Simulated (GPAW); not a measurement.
# AlN: single point with LDA

**The experiment to reproduce.**

From “Self-assembly of well-separated AlN nanowires directly on sputtered metallic TiN films”, 2019, arxiv:1910.07391, for a bulk crystal of AlN at 10 K: band gap 6.034 eV (an exciton energy, a little under the gap).

Crystal: AlN.

```xyz
4
Lattice="3.1130 0.0000 0.0000 -1.5565 2.6959 0.0000 0.0000 0.0000 4.9810" Properties=species:S:1:pos:R:3 pbc="T T T"
Al    1.5565    0.8986    2.4905
Al    0.0000    1.7973    0.0000
N     1.5565    0.8986    4.3833
N     0.0000    1.7973    1.8928
```

| Item | Value |
| --- | --- |
| Program | GPAW 26.7.0 |
| Task | single point |
| Functional | LDA |
| Potentials or basis | the program's PAW data sets (release 1.2.1) made for this functional |
| Cutoff | 600 eV |
| Basis | pw |
| k mesh | 8 × 8 × 5 |
| Occupations | fermi-dirac, width 0.01 eV |
| Spin | no spin polarisation |
| Maxiter | 150 |

```
Pressure               : -10.6 GPa
Largest force          : 0.120 eV/Å
Band gap on the k mesh : 4.25 eV, direct
```

Forces in eV/Å, atoms in the order of the input:
```
Al   0.000  0.000 -0.120
Al   0.000  0.000 -0.120
N    0.000  0.000  0.119
N    0.000  0.000  0.119
```

Stress tensor (GPa, compression positive):
```
-11.19   0.00   0.00
  0.00 -11.19   0.00
  0.00   0.00  -9.53
```

Levels at points of the mesh, in eV from the valence-band top:
```
           k point  band 5  band 6  band 7  band 8  band 9  band 10  band 11  band 12
(0.00, 0.00, 0.00)   -0.84   -0.18   -0.18    0.00    4.25     6.55    10.51    10.97
(0.50, 0.50, 0.00)   -3.37   -2.09   -1.80   -0.67    5.67     5.69     8.11    10.18
```

Wall time 21 s on 1 thread of Arm Neoverse V1, on a shared host, peak memory 0.16 GiB.

Against the measured gap of AlN, 6.034 eV (an exciton energy, a little under the gap; 10 K; quoted in “Self-assembly of well-separated AlN nanowires directly on sputtered metallic TiN films”, 2019, arxiv:1910.07391), the calculated 4.25 eV is off by -1.79 eV. 2 values of this kind are on record (6.034 to 6.0343 eV); this one was drawn at random. The value is that of LDA, without temperature or zero-point motion. Semilocal functionals fall short of measured gaps as a rule.

Caveat: the cutoff is short for stress and forces, so pressures can be off by a GPa or more.
